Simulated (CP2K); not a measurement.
Crystal: Ir.

```
CELL_PARAMETERS angstrom
2.70907 0.00000 0.00000
1.35453 2.34612 0.00000
1.35453 0.78204 2.21194
ATOMIC_POSITIONS crystal
Ir 0.00000 0.00000 0.00000
```

Base run:

```yaml
Program: CP2K 2026.2
Functional: PBE
Potentials_or_basis: POTENTIAL_UZH Ir GTH-PBE-q17; TZVP-MOLOPT-PBE-GTH basis
Density_cutoff: 6123 eV
k_mesh: 12 × 12 × 12
Occupations: fermi-dirac, width 0.0259 eV
Spin: no spin polarisation
```

Its results: band gap on the k mesh none (metal or under the smearing width); pressure 9.2 GPa.

Task: The run is repeated on the same cell with these changes: functional from PBE to RPBE; occupations from fermi-dirac, width 0.0259 eV to gaussian, width 0.02 eV. What comes out?

Result: Band gap on the k mesh none (metal or under the smearing width); pressure 12.9 GPa.

Caveats: the basis of atomic orbitals isn't converged, which shifts pressures, moduli and gaps; the potentials were made for another functional, which shifts forces and pressure (some runs).

Not every run made on this cell is shown here.
